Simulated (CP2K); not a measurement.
# Au (Cmcm) in CP2K: a series of runs

The runs below take Au through relaxation of cell and atoms, with PBEsol, LDA.

Program: CP2K 2026.2. These are calculated values, not measurements. Logs are shortened: lines on timing, memory, paths and dates and some standing lists are left out, and cuts for length are marked.

### 1 Starting point

The structure is orthorhombic, space group Cmcm (No. 63). The conventional cell has a = 2.823 Å, b = 5.112 Å, c = 4.893 Å, α = 90.00°, β = 90.00°, γ = 90.00°. Au (site symmetry m2m) has 12 Au at 2.82 to 2.97 Å as nearest neighbours.

This isn't the form of Au at room conditions, which is fcc.

### 2 Relaxation of cell and atoms, PBEsol

Contents of au_vcrelax.inp:

```
&GLOBAL
  PROJECT au_vcrelax
  RUN_TYPE CELL_OPT
  PRINT_LEVEL LOW
&END GLOBAL
&FORCE_EVAL
  METHOD QS
  STRESS_TENSOR ANALYTICAL
  &DFT
    BASIS_SET_FILE_NAME BASIS_MOLOPT_UZH
    POTENTIAL_FILE_NAME POTENTIAL_UZH
    &MGRID
      CUTOFF 500
      REL_CUTOFF 60
      NGRIDS 5
    &END MGRID
    &QS
      METHOD GPW
      EPS_DEFAULT 1.0E-10
      EXTRAPOLATION USE_PREV_P
    &END QS
    &KPOINTS
      SCHEME MONKHORST-PACK 8 8 4
      GAMMA_CENTERED T
    &END KPOINTS
    &SCF
      SCF_GUESS ATOMIC
      EPS_SCF 1.0E-6
      MAX_SCF 100
      ADDED_MOS 16
      CHOLESKY OFF
      EPS_EIGVAL 1.0E-7
      &DIAGONALIZATION ON
        ALGORITHM STANDARD
      &END DIAGONALIZATION
      &MIXING ON
        METHOD BROYDEN_MIXING
        ALPHA 0.4
        BETA 1.5
        NBUFFER 8
      &END MIXING
      &SMEAR ON
        METHOD FERMI_DIRAC
        ELECTRONIC_TEMPERATURE [K] 300.557
      &END SMEAR
    &END SCF
    &XC
      &XC_FUNCTIONAL
        &GGA_X_PBE_SOL
        &END GGA_X_PBE_SOL
        &GGA_C_PBE_SOL
        &END GGA_C_PBE_SOL
      &END XC_FUNCTIONAL
    &END XC
    &PRINT
      &KPOINTS ON
      &END KPOINTS
      &MULLIKEN ON
        &EACH
          CELL_OPT 0
        &END EACH
        ADD_LAST NUMERIC
      &END MULLIKEN
      &MO ON
        ENERGIES T
        OCCUPATION_NUMBERS T
        &EACH
          QS_SCF 0
          CELL_OPT 0
        &END EACH
        ADD_LAST NUMERIC
      &END MO
    &END PRINT
  &END DFT
  &SUBSYS
    &CELL
      A 2.9196899571 0.0000000000 0.0000000000
      B -1.5553013771 2.4709567119 0.0000000000
      C 0.0000000000 0.0000000000 4.8931696100
      PERIODIC XYZ
    &END CELL
    &COORD
      SCALED
      Au  0.3346720300 0.6653279700 0.2500000000
      Au  0.6653279700 0.3346720300 0.7500000000
    &END COORD
    &KIND Au
      BASIS_SET TZVP-MOLOPT-PBE-GTH-q11
      POTENTIAL GTH-PBE-q11
    &END KIND
    &PRINT
      &ATOMIC_COORDINATES ON
      &END ATOMIC_COORDINATES
      &CELL ON
      &END CELL
      &SYMMETRY ON
      &END SYMMETRY
    &END PRINT
  &END SUBSYS
  &PRINT
    &FORCES ON
    &END FORCES
    &STRESS_TENSOR ON
    &END STRESS_TENSOR
  &END PRINT
&END FORCE_EVAL
&MOTION
  &CELL_OPT
    OPTIMIZER BFGS
    MAX_ITER 40
    MAX_FORCE [eV*angstrom^-1] 0.02
    RMS_FORCE [eV*angstrom^-1] 0.02
    MAX_DR 1.0E-2
    RMS_DR 1.0E-2
    EXTERNAL_PRESSURE [bar] 0.0
    PRESSURE_TOLERANCE [bar] 500
    KEEP_SPACE_GROUP T
  &END CELL_OPT
  &PRINT
    &TRAJECTORY ON
    &END TRAJECTORY
    &CELL ON
    &END CELL
    &FORCES ON
    &END FORCES
    &STRESS ON
    &END STRESS
    &RESTART OFF
    &END RESTART
    &RESTART_HISTORY OFF
    &END RESTART_HISTORY
  &END PRINT
&END MOTION
```

Potentials or basis: POTENTIAL_UZH Au GTH-PBE-q11; TZVP-MOLOPT-PBE-GTH basis.

On the command line:

```console
OMP_NUM_THREADS=1 cp2k.psmp -i au_vcrelax.inp -o au_vcrelax.out
```

au_vcrelax.out:

```text

 CP2K| version string:                                       CP2K version 2026.2
 CP2K| Input file name                                            au_vcrelax.inp

 GLOBAL| Force Environment number                                              1
 GLOBAL| Basis set file name                                    BASIS_MOLOPT_UZH
 GLOBAL| Potential file name                                       POTENTIAL_UZH
 GLOBAL| MM Potential file name                                     MM_POTENTIAL
 GLOBAL| Coordinate file name                                      __STD_INPUT__
 GLOBAL| Method name                                                        CP2K
 GLOBAL| Project name                                                 au_vcrelax
 GLOBAL| Run type                                                       CELL_OPT
 GLOBAL| FFT library                                                       FFTW3
 GLOBAL| Diagonalization library                                       ScaLAPACK
[... 5 lines left out ...]
 GLOBAL| Total number of message passing processes                             1
 GLOBAL| Number of threads for this process                                    1
 GLOBAL| CPU model name                          AMD EPYC 9R45 96-Core Processor

 CELL| Volume [angstrom^3]:                                            35.301417
 CELL| Vector a [angstrom]:       2.920     0.000     0.000   |a| =     2.919690
 CELL| Vector b [angstrom]:      -1.555     2.471     0.000   |b| =     2.919690
 CELL| Vector c [angstrom]:       0.000     0.000     4.893   |c| =     4.893170
 CELL| Angle (b,c), alpha [degree]:                                    90.000000
 CELL| Angle (a,c), beta  [degree]:                                    90.000000
 CELL| Angle (a,b), gamma [degree]:                                   122.187660
 CELL| Numerically orthorhombic:                                              NO
 CELL| Periodicity                                                           XYZ

 CELL_REF| Volume [angstrom^3]:                                        35.301417
 CELL_REF| Vector a [angstrom     2.920     0.000     0.000   |a| =     2.919690
 CELL_REF| Vector b [angstrom    -1.555     2.471     0.000   |b| =     2.919690
 CELL_REF| Vector c [angstrom     0.000     0.000     4.893   |c| =     4.893170
 CELL_REF| Angle (b,c), alpha [degree]:                                90.000000
 CELL_REF| Angle (a,c), beta  [degree]:                                90.000000
 CELL_REF| Angle (a,b), gamma [degree]:                               122.187660
 CELL_REF| Numerically orthorhombic:                                          NO
 CELL_REF| Periodicity                                                       XYZ
[... 9 lines left out ...]
 TOTAL NUMBERS AND MAXIMUM NUMBERS

  Total number of            - Atomic kinds:                                   1
                             - Atoms:                                          2
                             - Shell sets:                                     2
                             - Shells:                                        20
                             - Primitive Cartesian functions:                 12
                             - Cartesian basis functions:                     80
                             - Spherical basis functions:                     68

  Maximum angular momentum of- Orbital basis functions:                        3
[... 1342 lines left out ...]
 OPT|
 OPT| Maximum step size                                             0.0085355205
 OPT| Convergence limit for maximum step size                       0.0100000000
 OPT| Maximum step size is converged                                         YES
 OPT|
 OPT| RMS step size                                                 0.0038216535
 OPT| Convergence limit for RMS step size                           0.0100000000
 OPT| RMS step size is converged                                             YES
 OPT|
 OPT| Maximum gradient                                              0.0000672772
 OPT| Convergence limit for maximum gradient                        0.0003889381
 OPT| Maximum gradient is converged                                          YES
 OPT|
 OPT| RMS gradient                                                  0.0000233569
 OPT| Convergence limit for RMS gradient                            0.0003889381
 OPT| RMS gradient is converged                                              YES
 OPT|
 OPT| Pressure deviation [bar]                                   -249.9009792932
 OPT| Pressure tolerance [bar]                                    500.0000000000
 OPT| Pressure is converged                                                  YES
 OPT| **************************************************************************

 *******************************************************************************
 ***                    GEOMETRY OPTIMIZATION COMPLETED                      ***
 *******************************************************************************

 write_final_structure: Optimization converged, writing XYZ file gladly:
  au_vcrelax-FINAL-1_18.xyz

 write_final_structure: Optimization converged, writing CIF file gladly:
  au_vcrelax-FINAL-1_18.cif

 write_final_structure: Done!

                    Reevaluating energy at the minimum

 CELL| Volume [angstrom^3]:                                            35.463843
 CELL| Vector a [angstrom]:       2.988     0.000     0.000   |a| =     2.987714
 CELL| Vector b [angstrom]:      -1.669     2.480     0.000   |b| =     2.989333
 CELL| Vector c [angstrom]:       0.000    -0.000     4.786   |c| =     4.786386
 CELL| Angle (b,c), alpha [degree]:                                    90.000000
 CELL| Angle (a,c), beta  [degree]:                                    90.000000
 CELL| Angle (a,b), gamma [degree]:                                   123.943095
 CELL| Numerically orthorhombic:                                              NO
 CELL| Periodicity                                                           XYZ
[... 458 lines left out ...]
 MO|     26               1.512003              41.143694               0.000000
 MO|     27               1.612459              43.877246               0.000000
 MO| Sum:                                                              22.000000
 MO| E(Fermi):            0.361008 a.u.          9.823533 eV
 MO| Band gap:            0.130185 a.u.          3.542518 eV

 MO| EIGENVALUES AND OCCUPATION NUMBERS FOR K POINT 14
 MO|
 MO|  Index      Eigenvalue [a.u.]        Eigenvalue [eV]             Occupation
 MO|      1               0.109154               2.970230               2.000000
 MO|      2               0.126587               3.444612               2.000000
 MO|      3               0.140962               3.835776               2.000000
 MO|      4               0.189452               5.155242               2.000000
 MO|      5               0.203202               5.529411               2.000000
 MO|      6               0.213403               5.806994               2.000000
[... 19 lines left out ...]
 MO|     26               1.568164              42.671900               0.000000
 MO|     27               1.637149              44.549098               0.000000
 MO| Sum:                                                              22.000000
 MO| E(Fermi):            0.361008 a.u.          9.823533 eV
 MO| Band gap:            0.220932 a.u.          6.011853 eV

 [... the levels of further k-points ...]

 !-----------------------------------------------------------------------------!
                     Mulliken Population Analysis

 #  Atom  Element  Kind  Atomic population                           Net charge
       1     Au       1         10.999962                              0.000038
       2     Au       1         11.000038                             -0.000038
 # Total charge                             22.000000                 -0.000000

 !-----------------------------------------------------------------------------!

 ENERGY| Total FORCE_EVAL ( QS ) energy [hartree]            -66.178767407664580
```

Wall time 16 min (1 thread of AMD EPYC 9R45 (Zen 5), shared host); peak memory 0.54 GiB.

Results:

```
Free energy                            : -1800.8158 eV
Relaxed volume                         : 17.73 Å³/atom
Relaxed cell                           : a = 2.988 Å, b = 2.989 Å, c = 4.786 Å, α = 90.00°, β = 90.00°, γ = 123.94°
Space group after relaxing (to 0.05 Å) : Cmcm (No. 63)
Energy gained by relaxing              : 6.6 meV/atom
Ionic steps                            : 20
Pressure after relaxing                : 0.0 GPa
Band gap on the k mesh                 : none (metal or under the smearing width)
```

The path:
```csv
step,energy change (eV),largest force (eV/Å),volume (Å³)
1,0.0000,0.0034,35.30
2,-0.0004,0.0036,35.33
3,-0.0036,0.0027,35.76
4,-0.0041,0.0019,35.77
5,-0.0102,0.0232,35.71
6,-0.0104,0.0225,35.64
7,-0.0105,0.0218,35.60
8,-0.0106,0.0210,35.57
9,-0.0109,0.0185,35.50
10,-0.0113,0.0173,35.44
11,-0.0118,0.0251,35.41
12,-0.0123,0.0355,35.37
13,-0.0123,0.0335,35.41
14,-0.0124,0.0327,35.43
15,-0.0126,0.0283,35.49
16,-0.0128,0.0219,35.52
17,-0.0130,0.0096,35.53
18,-0.0132,0.0025,35.50
19,-0.0132,0.0003,35.46
20,-0.0132,0.0003,35.46
```

Final structure:
```xyz
2
Lattice="2.9877 0.0000 0.0000 -1.6692 2.4799 0.0000 0.0000 0.0000 4.7864" Properties=species:S:1:pos:R:3 pbc="T T T"
Au   -0.0732    1.6300    1.1966
Au    1.3918    0.8499    3.5898
```

Levels at points of the mesh, in eV from the Fermi level:
```
           k point  band 8  band 9  band 10  band 11  band 12  band 13  band 14  band 15
(0.00, 0.00, 0.00)   -3.74   -3.38    -2.27    -2.12    -0.97     2.88    15.26    18.04
(0.00, 0.00, 0.50)   -4.14   -2.84    -2.84    -2.49    -2.49    11.33    11.33    16.13
(0.00, 0.50, 0.00)   -1.98   -1.97    -1.84     0.36     1.75     6.10     7.44     7.95
(0.00, 0.50, 0.50)   -2.55   -1.82    -1.82     0.70     0.70     4.11     4.11    12.83
(0.50, 0.00, 0.00)   -1.98   -1.97    -1.84     0.36     1.75     6.11     7.45     7.96
(0.50, 0.00, 0.50)   -2.55   -1.82    -1.82     0.71     0.71     4.12     4.12    12.81
(0.50, 0.50, 0.00)   -2.13   -1.88    -1.85     0.02     0.74     5.68     6.85     7.38
(0.50, 0.50, 0.50)   -2.27   -1.97    -1.97    -0.18    -0.18     3.27     3.27    13.27
```

Caveat: with these potentials and basis sets, volumes of gold and of layered tellurides can stand 1.5 % and more from those of plane-wave programs; the potentials were made for another functional, which shifts forces and pressure; the basis of atomic orbitals isn't converged, which shifts pressures, moduli and gaps. Spin-orbit coupling is left out, which matters for the levels of Au.

### 3 Relaxation of cell and atoms, LDA

au_vcrelax.inp, as its differences from that of step 2:

```diff
@@ -10,3 +10,3 @@
     BASIS_SET_FILE_NAME BASIS_MOLOPT_UZH
-    POTENTIAL_FILE_NAME POTENTIAL_UZH
+    POTENTIAL_FILE_NAME GTH_POTENTIALS
     &MGRID
@@ -18,3 +18,3 @@
       METHOD GPW
-      EPS_DEFAULT 1.0E-10
+      EPS_DEFAULT 1.0E-9
       EXTRAPOLATION USE_PREV_P
@@ -48,6 +48,6 @@
       &XC_FUNCTIONAL
-        &GGA_X_PBE_SOL
-        &END GGA_X_PBE_SOL
-        &GGA_C_PBE_SOL
-        &END GGA_C_PBE_SOL
+        &LDA_X
+        &END LDA_X
+        &LDA_C_PW
+        &END LDA_C_PW
       &END XC_FUNCTIONAL
@@ -88,3 +88,3 @@
       BASIS_SET TZVP-MOLOPT-PBE-GTH-q11
-      POTENTIAL GTH-PBE-q11
+      POTENTIAL GTH-PADE-q11
     &END KIND
@@ -95,4 +95,2 @@
       &END CELL
-      &SYMMETRY ON
-      &END SYMMETRY
     &END PRINT
@@ -110,4 +108,4 @@
     MAX_ITER 40
-    MAX_FORCE [eV*angstrom^-1] 0.02
-    RMS_FORCE [eV*angstrom^-1] 0.02
+    MAX_FORCE [eV*angstrom^-1] 0.03
+    RMS_FORCE [eV*angstrom^-1] 0.03
     MAX_DR 1.0E-2
@@ -115,3 +113,3 @@
     EXTERNAL_PRESSURE [bar] 0.0
-    PRESSURE_TOLERANCE [bar] 500
+    PRESSURE_TOLERANCE [bar] 200
     KEEP_SPACE_GROUP T
```

Potentials or basis: GTH_POTENTIALS Au GTH-PADE-q11; TZVP-MOLOPT-PBE-GTH basis.

On the command line:

```console
OMP_NUM_THREADS=1 cp2k.psmp -i au_vcrelax.inp -o au_vcrelax.out
```

It took 17 min on 1 thread of AMD EPYC 9R45 (Zen 5), shared host; peak memory 0.52 GiB.

It converged, with:

| Item | Value |
| --- | --- |
| Free energy | -1812.4920 eV |
| Relaxed volume | 17.14 Å³/atom |
| Relaxed cell | a = 2.955 Å, b = 2.956 Å, c = 4.730 Å, α = 90.00°, β = 90.00°, γ = 123.96° |
| Space group after relaxing (to 0.05 Å) | Cmcm (No. 63) |
| Energy gained by relaxing | 14.1 meV/atom |
| Ionic steps | 25 |
| Pressure after relaxing | 0.0 GPa |
| Band gap on the k mesh | none (metal or under the smearing width) |

The path:
| step | energy change (eV) | largest force (eV/Å) | volume (Å³) |
| --- | --- | --- | --- |
| 1 | 0.0000 | 0.0054 | 35.30 |
| 2 | -0.0037 | 0.0053 | 35.18 |
| 3 | -0.0143 | 0.0020 | 34.37 |
| 4 | -0.0146 | 0.0008 | 34.44 |
| 5 | -0.0150 | 0.0003 | 34.49 |
| 6 | -0.0168 | 0.0032 | 34.64 |
| 7 | -0.0193 | 0.0034 | 34.80 |
| 8 | -0.0215 | 0.0075 | 34.70 |
| 9 | -0.0253 | 0.0229 | 34.29 |
| 10 | -0.0254 | 0.0255 | 34.29 |
| 11 | -0.0254 | 0.0288 | 34.29 |
| 12 | -0.0255 | 0.0335 | 34.29 |
| 13 | -0.0259 | 0.0499 | 34.28 |
| 14 | -0.0259 | 0.0564 | 34.28 |
| 15 | -0.0266 | 0.0479 | 34.31 |
| 16 | -0.0271 | 0.0380 | 34.33 |
| 17 | -0.0276 | 0.0222 | 34.36 |
| 18 | -0.0276 | 0.0180 | 34.36 |
| 19 | -0.0277 | 0.0160 | 34.35 |
| 20 | -0.0278 | 0.0097 | 34.34 |
| 21 | -0.0279 | 0.0024 | 34.32 |
| 22 | -0.0281 | 0.0044 | 34.29 |
| 23 | -0.0281 | 0.0031 | 34.27 |
| 24 | -0.0281 | 0.0004 | 34.28 |
| 25 | -0.0281 | 0.0004 | 34.28 |

Final structure:
```
CELL_PARAMETERS angstrom
2.95547 0.00000 0.00000
-1.65137 2.45224 0.00000
0.00000 0.00000 4.72990
ATOMIC_POSITIONS crystal
Au 0.34336 0.65664 0.25000
Au 0.65664 0.34336 0.75000
```

Levels at points of the mesh, in eV from the Fermi level:
```tsv
k point	band 9	band 10	band 11	band 12	band 13	band 14
(0.00, 0.00, 0.00)	-3.50	-2.35	-2.16	-1.02	2.95	15.41
(0.00, 0.00, 0.50)	-2.94	-2.94	-2.56	-2.56	11.61	11.61
(0.00, 0.50, 0.00)	-2.02	-1.89	0.37	1.80	6.18	7.60
(0.00, 0.50, 0.50)	-1.86	-1.86	0.72	0.72	4.18	4.18
(0.50, 0.00, 0.00)	-2.02	-1.89	0.38	1.80	6.18	7.61
(0.50, 0.00, 0.50)	-1.86	-1.86	0.72	0.72	4.19	4.19
(0.50, 0.50, 0.00)	-1.93	-1.89	0.04	0.75	5.78	6.91
(0.50, 0.50, 0.50)	-2.02	-2.02	-0.21	-0.21	3.33	3.33
```

Caveat: with these potentials and basis sets, volumes of gold and of layered tellurides can stand 1.5 % and more from those of plane-wave programs; the basis of atomic orbitals isn't converged, which shifts pressures, moduli and gaps.

### 4 The reference run

An earlier run on the cell as given: functional PBE; potentials or basis POTENTIAL_UZH Au GTH-PBE-q11; TZVP-MOLOPT-PBE-GTH basis; density cutoff 6803 eV; k mesh 11 × 11 × 6; occupations fermi-dirac, width 0.05 eV; no spin polarisation.

* Pressure: 7.6 GPa
* Largest force: 0.037 eV/Å
* Band gap on the k mesh: none (metal or under the smearing width)

### 5 Overview

| task | level | potentials or basis | cell | k mesh | smearing | EPS_DEFAULT | EXTRAPOLATION | potentials | optimiser | most steps | gap on the mesh (eV) | pressure (GPa) | relaxed volume (Å³/atom) |
| --- | --- | --- | --- | --- | --- | --- | --- | --- | --- | --- | --- | --- | --- |
| relaxation of cell and atoms | PBEsol | POTENTIAL_UZH Au GTH-PBE-q11; TZVP-MOLOPT-PBE-GTH basis | relaxed | 8 × 8 × 4 | fermi-dirac 0.0259 eV | 1.0E-10 | USE_PREV_P | Au GTH-PBE-q11 of POTENTIAL_UZH | BFGS | 40 | none | 0.0 | 17.73 |
| relaxation of cell and atoms | LDA | GTH_POTENTIALS Au GTH-PADE-q11; TZVP-MOLOPT-PBE-GTH basis | relaxed | 8 × 8 × 4 | fermi-dirac 0.0259 eV | 1.0E-9 | USE_PREV_P | Au GTH-PADE-q11 of GTH_POTENTIALS | BFGS | 40 | none | 0.0 | 17.14 |
| single point | PBE | POTENTIAL_UZH Au GTH-PBE-q11; TZVP-MOLOPT-PBE-GTH basis | as given | 11 × 11 × 6 | fermi-dirac 0.05 eV | 1.0E-10 | - | Au GTH-PBE-q11 of POTENTIAL_UZH | - | - | none | 7.6 | - |

Alike in all rows: no spin polarisation.

Caveats: with these potentials and basis sets, volumes of gold and of layered tellurides can stand 1.5 % and more from those of plane-wave programs; the basis of atomic orbitals isn't converged, which shifts pressures, moduli and gaps; the potentials were made for another functional, which shifts forces and pressure (some runs).

Absolute energies hang on the potentials; compare differences alone.
